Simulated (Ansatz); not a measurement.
# O on Rh (Rhodium) (111)

Aim: for Rh (Rhodium), prepare the clean (111) slab, then find where and how strongly O adsorbs.

The COD entry's cell or inner coordinates are ideal or old and differ from later refinements, so a difference from it is no clean test against experiment.

Method: DFT PBE, scalar-relativistic, plane waves, PAW, in Ansatz 0.2.0.

2 further runs of the same task are left out: 2 set aside as unsound or not needed.

## Step 1: The system as given

Symmetry: Fm-3m, No. 225, cubic system. Conventional cell: a = 3.830 Å, b = 3.830 Å, c = 3.830 Å, α = 90.00°, β = 90.00°, γ = 90.00°. Rh (site symmetry m-3m) is surrounded by 12 Rh at 2.71 Å.

Coordinates:

```cif
data_structure
_symmetry_space_group_name_H-M 'Fm-3m'
_symmetry_Int_Tables_number 225
_cell_length_a 3.8300
_cell_length_b 3.8300
_cell_length_c 3.8300
_cell_angle_alpha 90.000
_cell_angle_beta 90.000
_cell_angle_gamma 90.000
_cell_volume 56.18
loop_
_atom_site_label
_atom_site_type_symbol
_atom_site_symmetry_multiplicity
_atom_site_Wyckoff_symbol
_atom_site_fract_x
_atom_site_fract_y
_atom_site_fract_z
_atom_site_occupancy
Rh1 Rh 4 a 0.00000 0.00000 0.00000 1
```

This cell was relaxed beforehand with the same method: volume 14.05 Å³/atom, gap on the mesh none (metal).

## Step 2: Cutting the slab

Miller indices refer to the conventional cell of the relaxed bulk, Fm-3m (No. 225): a = 3.830 Å, b = 3.830 Å, c = 3.830 Å, α = 90.00°, β = 90.00°, γ = 90.00°.

A (111) slab, 6.6 Å thick as cut, with 17 Å of vacuum, in a 2×2 surface cell; its outer planes are Rh (top) and Rh (bottom).

The slab as cut. Its planes from the bottom up:

```
plane  atoms per cell  height over the lowest (Å)
    1             Rh4                        0.00
    2             Rh4                        2.21
    3             Rh4                        4.42
    4             Rh4                        6.63
```

## Step 3: Relaxing the clean slab

File input.yaml:

```yaml
crystal:
  lattice:
    - [5.4164069181, 0.0, 0.0]
    - [-2.7082034591, 4.6907459883, 0.0]
    - [0.0, 0.0, 23.6337165943]
  atoms:
    - { symbol: Rh, position: [0.3333333333, 0.1666666667, 0.3596556625] }
    - { symbol: Rh, position: [0.3333333333, 0.6666666667, 0.3596556625] }
    - { symbol: Rh, position: [0.8333333333, 0.1666666667, 0.3596556625] }
    - { symbol: Rh, position: [0.8333333333, 0.6666666667, 0.3596556625] }
    - { symbol: Rh, position: [0.6666666667, 0.3333333333, 0.4532185542] }
    - { symbol: Rh, position: [0.6666666667, 0.8333333333, 0.4532185542] }
    - { symbol: Rh, position: [0.1666666667, 0.3333333333, 0.4532185542] }
    - { symbol: Rh, position: [0.1666666667, 0.8333333333, 0.4532185542] }
    - { symbol: Rh, position: [0.0, 0.5, 0.5467814458] }
    - { symbol: Rh, position: [0.0, 0.0, 0.5467814458] }
    - { symbol: Rh, position: [0.5, 0.5, 0.5467814458] }
    - { symbol: Rh, position: [0.5, 0.0, 0.5467814458] }
    - { symbol: Rh, position: [0.3333333333, 0.6666666667, 0.6403443375] }
    - { symbol: Rh, position: [0.3333333333, 0.1666666667, 0.6403443375] }
    - { symbol: Rh, position: [0.8333333333, 0.6666666667, 0.6403443375] }
    - { symbol: Rh, position: [0.8333333333, 0.1666666667, 0.6403443375] }
basis:
  ecutwfc: 420
kpoints:
  mp_grid: { grid: [6, 6, 1] }
hamiltonian:
  xc: pbe
scf:
  occupations: { method: gaussian, width: 0.1 }
output:
  forces: true
  eigenvalues: true
  write_density: true
  write_potential: true
  elf: true
  volumetric_format: npy
relax:
  adjacent_minimum: "off"
  f_tol: 0.03
  max_steps: 70
  constraints: [{ sites: [0, 1, 2, 3, 4, 5, 6, 7] }]
efield:
  axis: 3
  dipole_correction: true
```

Started as:

```
$ ansatz run input.yaml --threads 4 --pin off --max-ram 10240MiB --backend cpu --events-out ev --progress --plain --runs-dir out
```

Further runs follow: O at the top (Rh) site; start: O, hollow (nearest Rh); start: O, bridge (Rh-Rh); O at the hollow over Rh site.

Q: Predict the outcome of this session. Wanted: clean slab: work function; O: lowest end.

**Answer**, as computed:

| quantity | value |
| --- | --- |
| clean slab: work function | 5.13 eV |
| O: lowest end | E_ads -5.08 eV, from the bridge (Rh-Rh) start, 3 bonded, 1.19 Å high |

What this shows: O binds with 5.08 eV at best, a strong chemical bond when counted from the free atom, not from the element's molecule or solid; the ends span 1.40 eV. On the way to the lowest end the anchoring atom slid 0.8 Å from where it was put. It raises the work function by 0.53 eV, as a dipole layer with its negative end outwards does. The slab runs have no spin polarisation, while the free adsorbate has its spin; a moment that survived on the surface would lower E_ads. A start on a symmetric site keeps its symmetry, so an end may be a saddle point and not a minimum. Spin polarisation is off in the runs that give these values; a magnetic solution could lie lower.
